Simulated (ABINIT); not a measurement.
Crystal: Nb.

```
CELL_PARAMETERS angstrom
-1.66395 1.66395 1.66395
1.66395 -1.66395 1.66395
1.66395 1.66395 -1.66395
ATOMIC_POSITIONS crystal
Nb 0.00000 0.00000 0.00000
```

* Program: ABINIT 10.8.3 (patched build)
* Task: single point
* Functional: PBEsol
* Potentials or basis: PseudoDojo NC SR PBEsol v0.4.1 standard
* Cutoff: 1116 eV
* k mesh: 11 × 11 × 11
* Occupations: fermi-dirac, width 0.05 eV
* Spin: no spin polarisation

On this cell: pressure -7.7 GPa; band gap on the k mesh none (metal or under the smearing width).

The same run follows on a disturbed copy (cell strained at random at fixed volume):

```
CELL_PARAMETERS angstrom
-1.65481 1.66189 1.66310
1.61189 -1.66978 1.62806
1.70285 1.71781 -1.67098
ATOMIC_POSITIONS crystal
Nb 0.99711 0.99235 0.00528
```

Problem. What does the disturbed cell give?

Solution. The energy (extrapolated to zero smearing) moves by +3.3 meV/atom; pressure -7.8 GPa; band gap on the k mesh none (metal or under the smearing width).

Stress tensor (GPa, compression positive):
```
-7.39 -0.64  0.38
-0.64 -9.24  0.20
 0.38  0.20 -6.74
```
